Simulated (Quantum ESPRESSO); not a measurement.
A calculation with Quantum ESPRESSO 7.5 of WC (native input, structure typed inline):

File pw.in:

```
&CONTROL
  calculation = 'scf'
  prefix = 'pwscf'
  outdir = './tmp'
  pseudo_dir = './pseudo'
  tprnfor = .true.
  tstress = .true.
  disk_io = 'low'
/
&SYSTEM
  ibrav = 0
  nat = 2
  ntyp = 2
  ecutwfc = 55
  ecutrho = 440
  nbnd = 15
  occupations = 'smearing'
  smearing = 'fd'
  degauss = 0.00367493
/
&ELECTRONS
  conv_thr = 4d-10
  electron_maxstep = 120
  mixing_beta = 0.5
/
ATOMIC_SPECIES
W    183.8400 W_pbe_v1.2.uspp.F.UPF
C     12.0110 C.pbe-n-kjpaw_psl.1.0.0.UPF
CELL_PARAMETERS angstrom
   0.0000000000    2.1926840000    2.1926840000
   2.1926840000    0.0000000000    2.1926840000
   2.1926840000    2.1926840000    0.0000000000
ATOMIC_POSITIONS crystal
W      0.0000000000    0.0000000000    0.0000000000
C      0.5000000000    0.5000000000    0.5000000000
K_POINTS automatic
10 10 10 0 0 0
```

pp_density.in

```
&INPUTPP
  prefix = 'pwscf'
  outdir = './tmp'
  filplot = 'density.dat'
  plot_num = 0
/
&PLOT
  nfile = 1
  filepp(1) = 'density.dat'
  iflag = 3
  output_format = 6
  fileout = 'density.cube'
/
```

Contents of pp_potential.in:

```
&INPUTPP
  prefix = 'pwscf'
  outdir = './tmp'
  filplot = 'potential.dat'
  plot_num = 11
/
&PLOT
  nfile = 1
  filepp(1) = 'potential.dat'
  iflag = 3
  output_format = 6
  fileout = 'potential.cube'
/
```

Potentials or basis: SSSP 1.3 efficiency PBE.

Run with:

```bash
$ OMP_NUM_THREADS=1 pw.x -in pw.in > pw.out
$ OMP_NUM_THREADS=1 pp.x -in pp_density.in > pp_density.out
$ OMP_NUM_THREADS=1 pp.x -in pp_potential.in > pp_potential.out
```

Measurements of this composition are mostly on another form, of space group No. 187.

Problem. Write the same calculation in another form: ASE script, structure typed inline.

Solution. As run:

File run.py:

```python
import numpy as np
from ase.calculators.espresso import Espresso, EspressoProfile
from ase import Atoms

atoms = Atoms(['W', 'C'],
              cell=[[0.0, 2.192684, 2.192684], [2.192684, 0.0, 2.192684], [2.192684, 2.192684, 0.0]],
              scaled_positions=[[0.0, 0.0, 0.0], [0.5, 0.5, 0.5]],
              pbc=True)

input_data = {
    'control': {'calculation': 'scf', 'prefix': 'pwscf', 'outdir': './tmp', 'tprnfor': True, 'tstress': True, 'disk_io': 'nowf'},
    'system': {'ecutwfc': 55.0, 'ecutrho': 440.0, 'nbnd': 15, 'occupations': 'smearing', 'smearing': 'fd', 'degauss': 0.00367493},
    'electrons': {'conv_thr': 4e-10, 'electron_maxstep': 120, 'mixing_beta': 0.5},
}
pseudopotentials = {'C': 'C.pbe-n-kjpaw_psl.1.0.0.UPF', 'W': 'W_pbe_v1.2.uspp.F.UPF'}
profile = EspressoProfile(command='pw.x', pseudo_dir='pseudo')
dft = Espresso(profile=profile, input_data=input_data, pseudopotentials=pseudopotentials, kpts=(10, 10, 10), koffset=(0, 0, 0))
atoms.calc = dft

print(f'energy {atoms.get_potential_energy():.8f} eV')
print('forces (eV/A)')
print(np.round(atoms.get_forces(), 6))
print('stress (eV/A^3, Voigt)')
print(np.round(atoms.get_stress(), 8))
print(f'Fermi level {dft.get_fermi_level():.4f} eV')
```

Potentials or basis: SSSP 1.3 efficiency PBE.

Run with:

```bash
$ OMP_NUM_THREADS=1 python run.py
```

Both were run:

|  | native input, structure typed inline | ASE script, structure typed inline |
| --- | --- | --- |
| Pressure | -0.8 GPa | -0.8 GPa |
| Band gap on the k mesh | none (metal or under the smearing width) | none (metal or under the smearing width) |

Keys that steer only the numerical path or the files written may differ.
